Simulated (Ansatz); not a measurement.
## KCl: energy along a strain

KCl, Pm-3m, a = 3.839 Å (as given, not relaxed at this level: -1.4 GPa). This isn't the usual stable structure of the compound. Ansatz: PBEsol, PAW, 420 eV, Γ-centred 6×6×6 mesh on 2 atoms, Gaussian smearing 0.05 eV; no spin polarisation. Cell vectors (Å): 3.839 0.000 0.000; 0.000 3.839 0.000; 0.000 0.000 3.839. The cell is strained by x per cent times the pattern (1 1 0 0 0 0) in the order xx yy zz yz xz xy (engineering shears), with fractional coordinates held. y is the free energy over the start, V0 = 28.294 Å³/atom.

| x (%) | y (meV/atom) |
| --- | --- |
| -2.00 | -6.89 |
| -1.50 | -5.81 |
| -1.00 | -4.29 |
| -0.50 | ? |
| 0.00 | 0.00 |
| 0.50 | 2.74 |
| 1.00 | 5.85 |
| 1.50 | 9.33 |
| 1.75 | 11.20 |
| 2.00 | 13.15 |

Q: Fit y = c1 x + c2 x² + c3 x³ to the other rows, get the stiffness along the pattern, and predict the missing energy.

A: Least squares on the rows shown. y = 5.092 x + 0.7825 x² − 0.02039 x³. The clamped-ion stiffness p·C·p = 2 × 7.825 eV × 160.2 / 28.294 Å³ = 89 GPa (second derivative at the start, which stands under stress). At x = -0.50 the fit asked for gives -2.35 meV/atom. The run gave -2.35 meV/atom, the same to the digits shown.